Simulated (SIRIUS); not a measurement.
# BAs (F-43m) in SIRIUS: further runs

Runs on BAs. Level: RPBE. Tasks: equation of state.

Program: SIRIUS 7.12.0. These are calculated values, not measurements. Logs are shortened: lines on timing, memory, paths and dates and some standing lists are left out, and cuts for length are marked. The log counts tension as positive stress, the text compression.

**What was measured.**

From “Basic Physical Properties of Cubic Boron Arsenide”, 2019, arxiv:1911.11281, for a bulk crystal of BAs: bulk modulus 148 GPa.

The runs below are set against these values where they give the same quantity.

## Step 1: The structure

It takes space group F-43m (No. 216, cubic). The conventional cell has a = 4.777 Å, b = 4.777 Å, c = 4.777 Å, α = 90.00°, β = 90.00°, γ = 90.00°. Around As (site symmetry -43m) lie 4 B at 2.07 Å. B (site symmetry -43m) has 4 As at 2.07 Å as nearest neighbours.

## Step 2: Equation of state, RPBE, 12.81 Å³/atom (volume scaled by 0.94)

File sirius.json:

```json
{
  "control": {
    "processing_unit": "cpu",
    "std_evp_solver_name": "lapack",
    "gen_evp_solver_name": "lapack",
    "verbosity": 2,
    "print_forces": false,
    "ortho_rf": true,
    "use_second_variation": true,
    "rmt_max": 3.0,
    "num_bands_to_print": 21,
    "save_wf": true
  },
  "parameters": {
    "electronic_structure_method": "full_potential_lapwlo",
    "xc_functionals": ["XC_GGA_X_RPBE", "XC_GGA_C_PBE"],
    "core_relativity": "dirac",
    "valence_relativity": "iora",
    "num_fv_states": 21,
    "smearing": "fermi_dirac",
    "smearing_width": 0.0018374661,
    "pw_cutoff": 21,
    "gk_cutoff": 4.09,
    "lmax_apw": 10,
    "lmax_rho": 8,
    "lmax_pot": 8,
    "num_mag_dims": 0,
    "auto_rmt": 0,
    "ngridk": [10, 10, 10],
    "shiftk": [0, 0, 0],
    "num_dft_iter": 80,
    "energy_tol": 1e-07,
    "density_tol": 1e-05,
    "use_symmetry": true
  },
  "settings": {"tol_ne": 1e-10},
  "iterative_solver": {"type": "exact"},
  "mixer": {"type": "anderson", "beta": 0.5, "max_history": 8},
  "unit_cell": {
    "lattice_vectors": [[0.0, 4.4214704876, 4.4214704876], [4.4214704876, 0.0, 4.4214704876], [4.4214704876, 4.4214704876, 0.0]],
    "atom_types": ["As", "B"],
    "atom_files": {"As": "As.json", "B": "B.json"},
    "atoms": {"As": [[0.75, 0.75, 0.75]], "B": [[0.0, 0.0, 0.0]]}
  }
}
```

File As.json:

```json
{
  "name": "arsenic",
  "symbol": "As",
  "number": 33,
  "mass": 74.9216,
  "rmin": 1e-06,
  "rmt": 2.18,
  "nrmt": 800,
  "rinf": 15.07,
  "core": "1s2s2p",
  "valence": [
    {"basis": [{"enu": 0.12, "dme": 0, "n": 0, "auto": 0}, {"enu": 0.12, "dme": 1, "n": 0, "auto": 0}]},
    {"l": 0, "n": 1, "basis": [{"enu": 0.0986, "dme": 0, "n": 0, "auto": 0}]},
    {"l": 1, "n": 2, "basis": [{"enu": 0.22, "dme": 0, "n": 0, "auto": 0}]},
    {"l": 2, "n": 3, "basis": [{"enu": 0.22, "dme": 0, "n": 0, "auto": 0}]},
    {"l": 3, "n": 4, "basis": [{"enu": 0.22, "dme": 0, "n": 0, "auto": 0}]}
  ],
  "lo": [
    {
      "l": 0,
      "basis": [{"enu": 0.0986, "dme": 0, "n": 0, "auto": 0}, {"enu": 0.0986, "dme": 1, "n": 0, "auto": 0}]
    },
    {
      "l": 0,
      "basis": [{"enu": 0.0986, "dme": 1, "n": 0, "auto": 0}, {"enu": 0.0986, "dme": 2, "n": 0, "auto": 0}]
    },
    {
      "l": 0,
      "basis": [{"enu": -6.5308, "dme": 0, "n": 3, "auto": 1}, {"enu": -6.5308, "dme": 1, "n": 3, "auto": 1}]
    },
    {
      "l": 0,
      "basis": [{"enu": 0.0986, "dme": 0, "n": 0, "auto": 0}, {"enu": 2.6236, "dme": 0, "n": 0, "auto": 0}]
    },
    {"l": 1, "basis": [{"enu": 0.22, "dme": 0, "n": 0, "auto": 0}, {"enu": 0.22, "dme": 1, "n": 0, "auto": 0}]},
    {
      "l": 1,
      "basis": [{"enu": -4.4809, "dme": 0, "n": 3, "auto": 1}, {"enu": -4.4809, "dme": 1, "n": 3, "auto": 1}]
    },
    {
      "l": 1,
      "basis": [{"enu": -4.4809, "dme": 1, "n": 3, "auto": 1}, {"enu": 0.22, "dme": 0, "n": 0, "auto": 0}]
    },
    {"l": 1, "basis": [{"enu": 0.22, "dme": 0, "n": 0, "auto": 0}, {"enu": 4.0917, "dme": 0, "n": 0, "auto": 0}]},
    {"l": 2, "basis": [{"enu": 0.22, "dme": 0, "n": 0, "auto": 0}, {"enu": 0.22, "dme": 1, "n": 0, "auto": 0}]},
    {
      "l": 2,
      "basis": [{"enu": -1.0885, "dme": 0, "n": 3, "auto": 1}, {"enu": -1.0885, "dme": 1, "n": 3, "auto": 1}]
    },
    {
      "l": 2,
      "basis": [{"enu": -1.0885, "dme": 1, "n": 3, "auto": 1}, {"enu": 0.22, "dme": 0, "n": 0, "auto": 0}]
    },
    {"l": 2, "basis": [{"enu": 0.22, "dme": 0, "n": 0, "auto": 0}, {"enu": 4.5967, "dme": 0, "n": 0, "auto": 0}]},
    {"l": 3, "basis": [{"enu": 0.22, "dme": 0, "n": 0, "auto": 0}, {"enu": 0.22, "dme": 1, "n": 0, "auto": 0}]},
    {"l": 3, "basis": [{"enu": 0.22, "dme": 0, "n": 0, "auto": 0}, {"enu": 3.8813, "dme": 0, "n": 0, "auto": 0}]}
  ],
  "free_atom": [... radial grid and density of the free atom, the start of the SCF ...]
}
```

File B.json:

```json
{
  "name": "boron",
  "symbol": "B",
  "number": 5,
  "mass": 10.811,
  "rmin": 1e-06,
  "rmt": 1.59,
  "nrmt": 800,
  "rinf": 17.81,
  "core": "",
  "valence": [
    {"basis": [{"enu": 0.12, "dme": 0, "n": 0, "auto": 0}, {"enu": 0.12, "dme": 1, "n": 0, "auto": 0}]},
    {"l": 0, "n": 1, "basis": [{"enu": 0.1659, "dme": 0, "n": 0, "auto": 0}]},
    {"l": 1, "n": 2, "basis": [{"enu": 0.22, "dme": 0, "n": 0, "auto": 0}]},
    {"l": 2, "n": 3, "basis": [{"enu": 0.22, "dme": 0, "n": 0, "auto": 0}]},
    {"l": 3, "n": 4, "basis": [{"enu": 0.22, "dme": 0, "n": 0, "auto": 0}]}
  ],
  "lo": [
    {
      "l": 0,
      "basis": [{"enu": 0.1659, "dme": 0, "n": 0, "auto": 0}, {"enu": 0.1659, "dme": 1, "n": 0, "auto": 0}]
    },
    {
      "l": 0,
      "basis": [{"enu": 0.1659, "dme": 1, "n": 0, "auto": 0}, {"enu": 0.1659, "dme": 2, "n": 0, "auto": 0}]
    },
    {
      "l": 0,
      "basis": [{"enu": -6.2064, "dme": 0, "n": 1, "auto": 1}, {"enu": -6.2064, "dme": 1, "n": 1, "auto": 1}]
    },
    {
      "l": 0,
      "basis": [{"enu": 0.1659, "dme": 0, "n": 0, "auto": 0}, {"enu": 4.9125, "dme": 0, "n": 0, "auto": 0}]
    },
    {"l": 1, "basis": [{"enu": 0.22, "dme": 0, "n": 0, "auto": 0}, {"enu": 0.22, "dme": 1, "n": 0, "auto": 0}]},
    {"l": 1, "basis": [{"enu": 0.22, "dme": 1, "n": 0, "auto": 0}, {"enu": 0.22, "dme": 2, "n": 0, "auto": 0}]},
    {"l": 1, "basis": [{"enu": 0.22, "dme": 0, "n": 0, "auto": 0}, {"enu": 5.6786, "dme": 0, "n": 0, "auto": 0}]},
    {"l": 2, "basis": [{"enu": 0.22, "dme": 0, "n": 0, "auto": 0}, {"enu": 0.22, "dme": 1, "n": 0, "auto": 0}]},
    {"l": 2, "basis": [{"enu": 0.22, "dme": 1, "n": 0, "auto": 0}, {"enu": 0.22, "dme": 2, "n": 0, "auto": 0}]},
    {"l": 2, "basis": [{"enu": 0.22, "dme": 0, "n": 0, "auto": 0}, {"enu": 6.3906, "dme": 0, "n": 0, "auto": 0}]},
    {"l": 3, "basis": [{"enu": 0.22, "dme": 0, "n": 0, "auto": 0}, {"enu": 0.22, "dme": 1, "n": 0, "auto": 0}]}
  ],
  "free_atom": [... radial grid and density of the free atom, the start of the SCF ...]
}
```

File sirius_start.json:

```json
{
  "control": {
    "processing_unit": "cpu",
    "std_evp_solver_name": "lapack",
    "gen_evp_solver_name": "lapack",
    "verbosity": 1,
    "print_forces": false,
    "ortho_rf": true,
    "use_second_variation": true,
    "rmt_max": 3.0,
    "num_bands_to_print": 21,
    "save_wf": false
  },
  "parameters": {
    "electronic_structure_method": "full_potential_lapwlo",
    "xc_functionals": ["XC_LDA_X", "XC_LDA_C_PW"],
    "core_relativity": "dirac",
    "valence_relativity": "iora",
    "num_fv_states": 21,
    "smearing": "fermi_dirac",
    "smearing_width": 0.0055123983,
    "pw_cutoff": 21,
    "gk_cutoff": 3.27,
    "lmax_apw": 10,
    "lmax_rho": 8,
    "lmax_pot": 8,
    "num_mag_dims": 0,
    "auto_rmt": 0,
    "ngridk": [4, 4, 4],
    "shiftk": [0, 0, 0],
    "num_dft_iter": 30,
    "energy_tol": 0.01,
    "density_tol": 0.05,
    "use_symmetry": true
  },
  "settings": {"tol_ne": 1e-10},
  "iterative_solver": {"type": "exact"},
  "mixer": {"type": "anderson", "beta": 0.5, "max_history": 8},
  "unit_cell": {
    "lattice_vectors": [[0.0, 4.4214704876, 4.4214704876], [4.4214704876, 0.0, 4.4214704876], [4.4214704876, 4.4214704876, 0.0]],
    "atom_types": ["As", "B"],
    "atom_files": {"As": "As.json", "B": "B.json"},
    "atoms": {"As": [[0.75, 0.75, 0.75]], "B": [[0.0, 0.0, 0.0]]}
  }
}
```

Potentials or basis: all-electron FP-LAPW, apw+lo standard.

Run with:

```bash
$ OMP_NUM_THREADS=1 sirius.scf --input=sirius_start.json --output=start.json
$ OMP_NUM_THREADS=1 sirius.scf --input=sirius.json --output=output.json --task=1
```

The program printed:

```text
[info] SIRIUS version : 7.12.0
[info] number of MPI ranks           : 1
[info] MPI grid                      : 1 1
[info] maximum number of OMP threads : 1
[fft] FFT context for density and potential
[fft] =====================================
[fft]   plane wave cutoff                     : 21
[fft]   grid size                             : 45 45 45   total : 91125
[fft]   grid limits                           : -22 22   -22 22   -22 22
[fft]   number of G-vectors within the cutoff : 26933
[fft]   number of G-shells                    : 739
[fft] FFT context for coarse grid
[fft] =====================================
[fft]   plane wave cutoff                     : 8.18
[fft]   grid size                             : 20 20 20   total : 8000
[fft]   grid limits                           : -9 10   -9 10   -9 10
[fft]   number of G-vectors within the cutoff : 1639
[fft]   number of G-shells                    : 65
[unit cell] lattice vectors
[unit cell]   a1 :       0.0000000000      4.4214704876      4.4214704876
[unit cell]   a2 :       4.4214704876      0.0000000000      4.4214704876
[unit cell]   a3 :       4.4214704876      4.4214704876      0.0000000000
[unit cell] reciprocal lattice vectors
[unit cell]   b1 :      -0.7105311824      0.7105311824      0.7105311824
[unit cell]   b2 :       0.7105311824     -0.7105311824      0.7105311824
[unit cell]   b3 :       0.7105311824      0.7105311824     -0.7105311824
[unit cell] unit cell volume :       172.87420156 [a.u.^3]
[unit cell] 1/sqrt(omega)    :         0.07605625
[unit cell] MT volume        :        60.23443034 (34.84%)
[unit cell] IT volume        :       112.63977121 (65.16%)
[unit cell] number of atom types : 2
[unit cell] type id : 0 symbol : As mt_radius :   2.180000 num_atoms : 1
[unit cell] type id : 1 symbol :  B mt_radius :   1.590000 num_atoms : 1
[unit cell] total number of atoms : 2
[unit cell] number of symmetry classes : 2
[unit cell] atom id  type id  class id             position                      vector_field
[... 360 lines left out ...]
[diagonalize] ik:    4   -6.510439   -6.084779   -4.425976   -4.425974   -4.425974   -1.007640   -1.007528   -1.007528   -1.006684   -1.006684   -0.182529    0.007178    0.246358    0.246358    0.428161    0.493713    0.493713    0.647939    0.778168    0.812400    0.812400
[diagonalize] ...
[diagonalize] ik:   42   -6.510439   -6.084778   -4.425976   -4.425975   -4.425974   -1.007684   -1.007357   -1.007125   -1.006888   -1.006645   -0.113041    0.007604    0.077579    0.163591    0.431547    0.566636    0.606542    0.644160    0.729620    0.830305    0.961133
[diagonalize] ik:   43   -6.510439   -6.084779   -4.425976   -4.425975   -4.425975   -1.007932   -1.007128   -1.007065   -1.007010   -1.006547   -0.105524   -0.009270    0.132612    0.135444    0.400530    0.406342    0.710614    0.723120    0.795519    0.934825    0.937276
[diagonalize] ik:   44   -6.510439   -6.084777   -4.425975   -4.425975   -4.425974   -1.007687   -1.007395   -1.007117   -1.006895   -1.006628   -0.127499    0.022093    0.098700    0.149356    0.479224    0.514764    0.549671    0.688438    0.739626    0.858998    0.955691
[diagonalize] ik:   45   -6.510439   -6.084779   -4.425976   -4.425976   -4.425974   -1.007615   -1.007450   -1.007092   -1.006895   -1.006646   -0.110187    0.007001    0.089622    0.135946    0.490344    0.533467    0.578094    0.622497    0.753923    0.882195    0.941002
[diagonalize] ik:   46   -6.510439   -6.084779   -4.425976   -4.425976   -4.425975   -1.007703   -1.007354   -1.007061   -1.006934   -1.006620   -0.101499    0.002060    0.102431    0.112109    0.481513    0.499835    0.614948    0.618126    0.790052    0.916844    0.917806
[generate_core_charge_density] atom class : 0
[generate_core_charge_density]   n,l,k : 1 0 1  energy :        -430.14152385
[generate_core_charge_density]   n,l,k : 2 0 1  energy :         -54.13914952
[generate_core_charge_density]   n,l,k : 2 1 1  energy :         -48.30748238
[generate_core_charge_density]   n,l,k : 2 1 2  energy :         -46.96366618
[generate_core_charge_density] atom class : 1
[find] Total energy                   :   -2286.18442820 (Ha),   -4572.36885639 (Ry)
[find] iteration : 1, RMS (target) : 1.2264e-01 (1.0000e-05) , energy difference (target) : 2.7647e-05 (1.0000e-07)
[find] Total energy                   :   -2286.18442131 (Ha),   -4572.36884263 (Ry)
[find] iteration : 2, RMS (target) : 5.0223e-03 (1.0000e-05) , energy difference (target) : 6.8836e-06 (1.0000e-07)
[find] Total energy                   :   -2286.18441858 (Ha),   -4572.36883716 (Ry)
[find] iteration : 3, RMS (target) : 1.5273e-03 (1.0000e-05) , energy difference (target) : 2.7316e-06 (1.0000e-07)
[... 15 lines left out ...]
[find] valence_eval_sum               :     -61.26515244
[find] core_eval_sum                  :   -1252.98476163
[find] kinetic energy                 :    2335.98273590
[find] enuc                           :   -2766.02806879
[find] <rho|V^{XC}>                   :    -114.48667098
[find] <rho|E^{XC}>                   :     -88.26614627
[find] <mag|B^{XC}>                   :       0.00000000
[find] <rho|V^{H}>                    :   -3535.74597899
[find] smearing (-TS)                 :      -0.00000000
[find] SCF correction                 :       0.00004876
[find] Total energy                   :   -2286.18441988 (Ha),   -4572.36883977 (Ry)
[find] Free energy (E-TS)             :   -2286.18441989 (Ha),   -4572.36883977 (Ry)
[find] band gap (eV)                  :       1.14660431
[find] Efermi                         :       0.33518902
[find] iteration : 6, RMS (target) : 6.2889e-06 (1.0000e-05) , energy difference (target) : 8.1224e-08 (1.0000e-07)
[find] converged after 7 SCF iterations!
[find] Charges and magnetic moments
[find] --------------------------------------------------------------------------------
[find] atom      charge    core leakage
[find] --------------------------------------------------------------------------------
[find]    0   31.130289    0.000000e+00
[find]    1    3.535169    0.000000e+00
[find] total core leakage    : 0.00000000e+00
[find] interstitial charge   : 3.334541
[find] total charge          : 37.999999
[find] Energy
[find] --------------------------------------------------------------------------------
[find] valence_eval_sum               :     -61.26515244
[find] core_eval_sum                  :   -1252.98476163
[find] kinetic energy                 :    2335.98273590
[find] enuc                           :   -2766.02806879
[find] <rho|V^{XC}>                   :    -114.48667098
[find] <rho|E^{XC}>                   :     -88.26614627
[find] <mag|B^{XC}>                   :       0.00000000
[find] <rho|V^{H}>                    :   -3535.74597899
[find] smearing (-TS)                 :      -0.00000000
[find] SCF correction                 :       0.00004876
[find] Total energy                   :   -2286.18441988 (Ha),   -4572.36883977 (Ry)
[find] Free energy (E-TS)             :   -2286.18441989 (Ha),   -4572.36883977 (Ry)
[find] band gap (eV)                  :       1.14660431
[find] Efermi                         :       0.33518902
```

It took 44 s on 1 thread of Arm Neoverse V1, shared host; peak memory 0.43 GiB.

Results:

- Free energy: -62210.2473 eV
- Band gap on the k mesh: 1.15 eV, indirect (least direct gap 3.36 eV)
- All electrons inside the program's atomic spheres: As 31.13; B 3.54 (radii As 2.18, B 1.59 bohr)

(Continued in part 2 of 4.)
